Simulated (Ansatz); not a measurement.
Yb: single point with PBE

Crystal: Yb.

```
Yb
1.0
     0.00000    2.74310    2.74310
     2.74310    0.00000    2.74310
     2.74310    2.74310    0.00000
Yb
1
Direct
  0.00000 0.00000 0.00000
```

| Quantity | Value |
| --- | --- |
| Program | Ansatz 0.2.0 |
| Task | single point |
| Functional | PBE |
| Potentials or basis | Ansatz PAW |
| Cutoff | 420 eV (not typed: the program's choice for these potentials) |
| k mesh | 7 × 7 × 7 |
| Occupations | fermi-dirac, width 0.05 eV |
| Spin | collinear spin, ferromagnetic start |
| Starting moments | [1.5] μB |
| Fixed moment | 1.5 μB |

```json
{
 "Pressure": "-2.4 GPa",
 "Net moment": "1.50 μB per cell",
 "Absolute moment": "1.50 μB per cell",
 "Site moments": "Yb +0.94 μB"
}
```

It took 1.6 s on 2 threads of Intel(R) Xeon(R) Platinum 8259CL CPU @ 2.50GHz (Skylake/Cascade Lake), with other jobs on the host, peak memory 0.34 GiB.

Caveat: the total moment is fixed, so each spin has its own Fermi level; the thresholds are loose for stress. The state reached can hang on the start; a lower one may exist.
